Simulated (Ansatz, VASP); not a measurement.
Two plane-wave programs on TiC

```xyz
2
Lattice="0.0000 2.1657 2.1657 2.1657 0.0000 2.1657 2.1657 2.1657 0.0000" Properties=species:S:1:pos:R:3 pbc="T T T"
Ti    0.0000    0.0000    0.0000
C     2.1657    2.1657    2.1657
```

The cell is a database's computed one.

Alike in both runs: task relaxation of cell and atoms; functional PBE; k mesh 11 × 11 × 11; occupations fermi-dirac, width 0.05 eV; no spin polarisation; Hubbard terms Ti d U = 1.0 eV.

|  | VASP | Ansatz |
| --- | --- | --- |
| version | VASP 6.6.1 | Ansatz 0.2.0 |
| potentials or method | VASP PAW PBE potentials, release 64 (Ti_sv, C) | Ansatz PAW |
| plane-wave cutoff (eV) | 600 | 420 |
| valence electrons in the cell | 16 | 16 |

```csv
,VASP,Ansatz,Ansatz less VASP
"gap on the k mesh at the Fermi level, each at its own relaxed structure (eV)",none,none,-
relaxed volume (Å³/atom),10.29,10.23,-0.059
relaxed cell length with the largest relative difference (Å),3.076,3.070,-0.0059
energy change over the relaxation (meV/atom),-1,0,+0.9
```

The programs project onto different local orbitals, so the same U acts differently. A gap of «none» marks a metal or a gap that the smearing closes.

Caveats: U without spin polarisation on a metal has little footing; the U is typed as a test and isn't derived for this compound; the plane-wave basis is chosen anew once the cell has moved, so the energies of steps on either side of that aren't comparable (Ansatz).
